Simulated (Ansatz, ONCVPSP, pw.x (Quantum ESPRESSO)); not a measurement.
## Be (Z = 4): one change to the ONCV potential, in the atom and in the bcc crystal

- Element: beryllium (Be)
- Generator: ONCVPSP 4.0.1
- Type: optimised norm-conserving Vanderbilt (ONCV)
- Functional: PBE
- Relativity: scalar-relativistic
- Frozen core: [He]
- Valence charge: 2
- Reference configuration: 2s2
- Partial waves: 2s: rc 2.20 bohr, ncon 4, nbas 8, qcut 3.3 1/bohr, 2 projectors, debl 1.2 Ha; p scattering state at 0.47 Ha: rc 2.10 bohr, ncon 3, nbas 7, qcut 3.6 1/bohr, 2 projectors, debl 3.4 Ha; d scattering state at 0.37 Ha: rc 2.15 bohr, ncon 3, nbas 6, qcut 4.2 1/bohr, 2 projectors, debl 3.5 Ha
- Local potential: polynomial inside 1.70 bohr (lpopt 5, dvloc0 0 Ha)
- Core correction: polynomial model core, fcfact 0.3

In the p channel the program set the typed energies aside and used 0.050, 3.450 Ha.

Change: p: qcut 5.3.

Cutoffs, loose and tight: the cutoffs (Ha) at which the residual kinetic energy of the hardest occupied pseudo-wave falls to 1 and 0.1 mHa per electron. They do not see the model core or the augmentation charge, which bear on the density cutoff. Test errors are all-electron minus pseudo excitation energies from the reference, over the configurations 2s1; 2s1.5; 2s1 2p1; 2s0 2p1; variants that change the core or the reference have their own tests.

Crystal test: bcc Be in pw.x 7.5, no spin, 18³ k-points, Fermi–Dirac smearing 0.01 Ry, cutoffs set for each file from its atomic test. The reference is all-electron LAPW (Ansatz 0.2.0) with the same functional, mesh and smearing; V0 and B0 come from Birch–Murnaghan fits to the pressures at five volumes. Errors are pseudo minus all-electron; Δ is the rms difference of the E(V) curves that follow from these fits, minima aligned, over ±6 % about the mean V0. Mesh and smearing are coarse, so the numbers serve the comparison and aren't converged zero-temperature values; the lattice is a test structure that the element need not adopt.

All-electron: a0 = 2.501 Å (V0 = 7.82 Å³/atom), B0 = 122.0 GPa.

Problem. Does the change bring the crystal closer to the all-electron result?

Solution. The mean pressure error goes from -7.04 to -4.69 GPa, so the change moves the solid closer to the all-electron pressures.

| quantity | base | changed |
| --- | --- | --- |
| outcome (atom) | generated, projector energies reset by the program | generated, projector energies reset by the program |
| cutoff, loose (atom) | 4.2 Ha | 4.2 Ha |
| cutoff, tight (atom) | 10 Ha | 10 Ha |
| bound ghosts (atom) | none | none |
| largest test error (meV) (atom) | -43 | -24 |
| cutoffs in pw.x (Ry) | 50/200 | 50/200 |
| a0 (Å) | – | 2.468 |
| a0 error (%) | – | -1.34 |
| B0 error (%) | – | +0.6 |
| Δ (meV/atom) | – | 8.3 |
| mean pressure error (GPa) | -7.04 | -4.69 |

A dash: not determined, or the minimum lies outside the volumes sampled.

Base: The largest radius (2.20 bohr) exceeds half the bond length (2.05 bohr), so the spheres overlap, which is one possible source of error among others. This is a poor potential for the solid. The cutoffs count occupied waves only; projector 2 of the p channel, the hardest unoccupied one, needs 47 Ha at the loose tolerance. Changed file: The largest radius (2.20 bohr) exceeds half the bond length (2.05 bohr), so the spheres overlap, which is one possible source of error among others. This is a poor potential for the solid. The free energy does not fall steadily as the cutoff rises, most likely since the density grid, which shrinks with it, is too coarse for the model core; the lower cutoffs are not converged. The cutoffs count occupied waves only; projector 2 of the d channel, the hardest unoccupied one, needs 18 Ha at the loose tolerance.
